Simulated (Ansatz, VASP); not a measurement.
GaP: VASP beside Ansatz

File INCAR:

```
SYSTEM = GaP
PREC = Accurate ; ENCUT = 600
EDIFF = 1E-6 ; ISMEAR = 0
SIGMA = 0.02 ; LREAL = .False.
LASPH = .True. ; NELM = 80
ALGO = Normal ; ISIF = 3
LWAVE = .False. ; LCHARG = .False.
GGA = PE ; IVDW = 12
IBRION = 2 ; NSW = 100
EDIFFG = -0.002
```

The input KPOINTS:

```
Automatic mesh
0
Gamma
  8 8 8
  0 0 0
```

The input POSCAR:

```
GaP
1.0
    0.0000000000      2.7258124900      2.7258124900
    2.7258124900      0.0000000000      2.7258124900
    2.7258124900      2.7258124900      0.0000000000
Ga P
1 1
Direct
    0.0000000000      0.0000000000      0.0000000000
    0.7500000000      0.7500000000      0.7500000000
```

Input for Ansatz:

```yaml
crystal:
  lattice:
    - [0.0, 2.72581249, 2.72581249]
    - [2.72581249, 0.0, 2.72581249]
    - [2.72581249, 2.72581249, 0.0]
  atoms:
    - { symbol: Ga, position: [0.0, 0.0, 0.0] }
    - { symbol: P, position: [0.75, 0.75, 0.75] }
basis:
  ecutwfc: 420
kpoints:
  mp_grid: { grid: [8, 8, 8] }
hamiltonian:
  xc: pbe
  dispersion: d3bj
  pseudopotentials: { kind: paw, azcp: { folder: soft_1 } }
scf:
  occupations: { method: gaussian, width: 0.02 }
output:
  forces: true
  stress: true
  eigenvalues: true
  write_density: true
  write_potential: true
  elf: true
  volumetric_format: npy
relax:
  adjacent_minimum: "off"
  f_tol: 0.002
  max_steps: 80
  cell: { stress_tol: 0.02 }
```

The cell is a database's computed one.

Alike in both runs: task relaxation of cell and atoms; functional PBE; dispersion D3(BJ); k mesh 8 × 8 × 8; occupations gaussian, width 0.02 eV; no spin polarisation.

```csv
,VASP,Ansatz
version,VASP 6.6.1,Ansatz 0.2.0
potentials or method,"VASP PAW PBE potentials, release 64 (Ga_d, P)","scalar-relativistic, plane waves, PAW"
plane-wave cutoff (eV),600,420
valence electrons in the cell,18,18
```

Ansatz gave:

| Item | Value |
| --- | --- |
| gap on the k mesh at the Fermi level, each at its own relaxed structure (eV) | 1.64 |
| relaxed volume (Å³/atom) | 20.19 |
| relaxed cell length with the largest relative difference (Å) | 3.851 |

Estimate VASP's values.

gap on the k mesh at the Fermi level, each at its own relaxed structure (eV): 1.64; relaxed volume (Å³/atom): 20.18; relaxed cell length with the largest relative difference (Å): 3.850.

A k mesh can miss the band edges. Expect the measured gap to be larger: semilocal functionals such as PBE lack the derivative discontinuity.
